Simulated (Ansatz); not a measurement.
Input and command of a plane-wave DFT calculation in Ansatz:

```yaml
crystal:
  lattice:
    - [15.4, 0.0, 0.0]
    - [0.0, 14.9, 0.0]
    - [0.0, 0.0, 5.2430304177]
  atoms:
    - { symbol: Ga, position: [0.3955055548, 0.3129368324, 0.9991316862], spin: 0.3 }
    - { symbol: Ga, position: [0.2910111097, 0.5, 0.9991316862], spin: 0.3 }
    - { symbol: Ga, position: [0.6044944452, 0.3129368324, 0.9991316862], spin: 0.3 }
    - { symbol: Ga, position: [0.5, 0.5, 0.9991316862], spin: 0.3 }
    - { symbol: Ga, position: [0.3955055548, 0.6870631676, 0.9991316862], spin: 0.3 }
    - { symbol: Ga, position: [0.7089888903, 0.5, 0.9991316862], spin: 0.3 }
    - { symbol: Ga, position: [0.6044944452, 0.6870631676, 0.9991316862], spin: 0.3 }
    - { symbol: Ga, position: [0.3955055548, 0.4376456108, 0.4991316862], spin: 0.3 }
    - { symbol: Ga, position: [0.6044944452, 0.4376456108, 0.4991316862], spin: 0.3 }
    - { symbol: Ga, position: [0.5, 0.6247087784, 0.4991316862], spin: 0.3 }
    - { symbol: "N", position: [0.3955055548, 0.3129368324, 0.3758683138], spin: 0.3 }
    - { symbol: "N", position: [0.2910111097, 0.5, 0.3758683138], spin: 0.3 }
    - { symbol: "N", position: [0.6044944452, 0.3129368324, 0.3758683138], spin: 0.3 }
    - { symbol: "N", position: [0.5, 0.5, 0.3758683138], spin: 0.3 }
    - { symbol: "N", position: [0.3955055548, 0.6870631676, 0.3758683138], spin: 0.3 }
    - { symbol: "N", position: [0.7089888903, 0.5, 0.3758683138], spin: 0.3 }
    - { symbol: "N", position: [0.6044944452, 0.6870631676, 0.3758683138], spin: 0.3 }
    - { symbol: "N", position: [0.3955055548, 0.4376456108, 0.8758683138], spin: 0.3 }
    - { symbol: "N", position: [0.6044944452, 0.4376456108, 0.8758683138], spin: 0.3 }
    - { symbol: "N", position: [0.5, 0.6247087784, 0.8758683138], spin: 0.3 }
basis:
  ecutwfc: 420
kpoints:
  mp_grid: { grid: [1, 1, 6] }
hamiltonian:
  xc: pbe
scf:
  occupations: { method: gaussian, width: 0.05 }
  lower_state_search: "off"
output:
  forces: true
  stress: true
  eigenvalues: true
  populations: true
  write_density: true
  write_potential: true
  elf: true
  volumetric_format: npy
magnetization:
  spin_polarized: true
relax:
  adjacent_minimum: "off"
  f_tol: 0.02
  max_steps: 45
  cell: { fix: [a, b, alpha, beta, gamma], stress_tol: 0.03 }
```

```bash
ansatz run input.yaml --threads 4 --pin off --max-ram 11264MiB --backend cpu --events-out ev --progress --plain --runs-dir out
```

Processor: Arm Neoverse V1, 4 threads, on a host shared with other jobs.

Q: How long does it run, and how much memory does it take?

A: About 44 min on 4 threads of Arm Neoverse V1 (shared host), peak memory 3 GiB. It solves 113 bands at 4 k points (the mesh reduced by symmetry) with about 23671 plane waves (on the last cell), in 587 SCF iterations over 23 ionic steps.
